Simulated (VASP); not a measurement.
A run of VASP 6.6.1 is set up as follows.

File INCAR:

```
ALGO     = Normal         # electronic algorithm
EDIFF    = 1E-7           # SCF threshold, eV
ENCUT    = 700            # plane-wave cutoff, eV
GGA      = PS             # functional
ISIF     = 2              # what is computed and relaxed
ISMEAR   = 0              # smearing method
LASPH    = True           # aspherical terms in the spheres
LCHARG   = False          # write CHGCAR
LREAL    = False          # projectors in reciprocal space
LWAVE    = False          # write WAVECAR
NBANDS   = 17             # bands
NELM     = 80             # most SCF steps
PREC     = Accurate       # precision mode
SIGMA    = 0.1            # smearing width, eV
```

File KPOINTS:

```
k-points
0
Gamma
  18 18 10
```

Contents of POSCAR:

```
Pt
1.0
    2.7252600000      0.0000000000      0.0000000000
   -1.3626300000      2.3601500000      0.0000000000
    0.0000000000      0.0000000000      4.7007800000
Pt
2
Direct
    0.3333300000      0.6666700000      0.2500000000
    0.6666700000      0.3333300000      0.7500000000
```

Potentials or basis: VASP PAW PBE potentials, release 64 (Pt).

Run with:

```bash
$ cat potpaw_PBE.64/Pt/POTCAR > POTCAR
$ mpirun -np 1 vasp_std > vasp.out
```

Task: Estimate the band gap on the k mesh.

Result: None (metal or under the smearing width).

Task: Predict the pressure.

Result: 0.0 GPa.

Caveat: the PAW data sets were made with another functional, which shifts forces and pressure a little. Spin-orbit coupling is left out, which matters for the levels of Pt.
